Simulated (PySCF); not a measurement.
# TePb in PySCF: convergence with k mesh

Input of the first run (k mesh 2 × 2 × 2); the others differ in this setting and in those tied to it:

run.py

```python
import json
import numpy as np
from pyscf.pbc import gto, scf, dft, df

cell = gto.Cell()
cell.a = '''
  0.0000000000    3.2310000000    3.2310000000
  3.2310000000    0.0000000000    3.2310000000
  3.2310000000    3.2310000000    0.0000000000'''
cell.atom = '''
Pb   0.0000000000    0.0000000000    0.0000000000
Te   3.2310000000    3.2310000000    3.2310000000'''
cell.unit = 'A'
cell.basis = {'Pb': 'DZVP-MOLOPT-SR-GTH-q4', 'Te': 'DZVP-MOLOPT-SR-GTH-q6'}
cell.pseudo = {'Pb': 'GTH-PBE-q4', 'Te': 'GTH-PBE-q6'}
cell.ke_cutoff = 58  # hartree
cell.exp_to_discard = 0.02
cell.precision = 1e-08
cell.space_group_symmetry = True
cell.symmorphic = False
cell.max_memory = 2940  # MB
cell.verbose = 4
cell.build()

res = {}
kpts = cell.make_kpts([2, 2, 2], space_group_symmetry=True, time_reversal_symmetry=True)
cell.space_group_symmetry = False  # the mesh holds the operations; no search on the supercells of the integral code
mf = dft.KRKS(cell, kpts, xc='r2scan')
mf = mf.multigrid_numint()
mf = mf.smearing(sigma=0.00183747, method='fermi')  # hartree
mf.conv_tol = 1e-07
mf.max_cycle = 60

mf.kernel()
res.update(converged=bool(mf.converged), e_tot=mf.e_tot, nelec=cell.nelectron, nao=cell.nao, mesh=list(map(int, cell.mesh)), a=cell.lattice_vectors().tolist(), coords=cell.atom_coords().tolist(),
           mo_energy=[np.real(x).tolist() for x in mf.mo_energy], mo_occ=[np.real(x).tolist() for x in mf.mo_occ])
res.update(e_free=mf.e_free, e_zero=mf.e_zero)
res.update(kpts=kpts.kpts_scaled_ibz.tolist(), weights=kpts.weights_ibz.tolist())
res['parts'] = {k: float(np.real(v)) for k, v in mf.scf_summary.items() if np.isscalar(v)}
json.dump(res, open('results.json', 'w'))
if not mf.converged:
    raise SystemExit('SCF not converged')

print('levels (eV)')
for i, kp in enumerate(res['kpts'][:40]):
    print('k %7.4f %7.4f %7.4f  ' % tuple(kp), ' '.join('%.3f' % (x * 27.211386) for x in res['mo_energy'][i][:10]))

mf = mf.to_khf()  # unfold to the whole mesh
kpts = mf.kpts
# Mulliken populations
dm, s = np.asarray(mf.make_rdm1()), np.asarray(mf.get_ovlp())
sites = cell.aoslice_by_atom()[:, 2:]
tot = np.einsum('kij,kji->i', dm, s).real / len(kpts)
res['mulliken'] = [cell.atom_charge(i) - tot[a0:a1].sum() for i, (a0, a1) in enumerate(sites)]
print('Mulliken charges', np.round(res['mulliken'], 5))
res['meta_lowdin'] = mf.mulliken_meta()[1].tolist()
res['done'] = True
json.dump(res, open('results.json', 'w'))
```

Potentials or basis: DZVP-MOLOPT-SR/GTH-PBE (potentials made for PBE).

Command:

```bash
$ OMP_NUM_THREADS=2 python -u run.py > log
```

Hardware: 2 threads of Arm Neoverse V1, on a shared host.

| k mesh | energy less the tightest run, at zero smearing (meV/atom) | SCF cycles | CPU time (s) | peak memory (GiB) |
| --- | --- | --- | --- | --- |
| 2 × 2 × 2 | 867.37 | 5 | 56 | 0.87 |
| 3 × 3 × 3 | -24.54 | 5 | 100 | 1.4 |
| 4 × 4 × 4 | 5.13 | 5 | 250 | 2.8 |
| 5 × 5 × 5 | 0.00 | 5 | 510 | 2.8 |
| 6 × 6 × 6 | timed out after 750 s | - | - | - |

Not settled before the last step: the energy (to 1 meV/atom). Meshes of other sizes hit other points, so gaps and Fermi surfaces needn't settle smoothly. The tightest run that finished is the yardstick and may itself not be fully converged.

Caveat, for the tightest run too: this odd mesh misses L, where the gap lies, so gap, dielectric constants and Born charges aren't listed; meta-GGAs need a finer uniform grid than this; the basis of atomic orbitals isn't converged, which shifts pressures, moduli and gaps. The run has no spin-orbit coupling, so splittings on Pb, Te are missing.
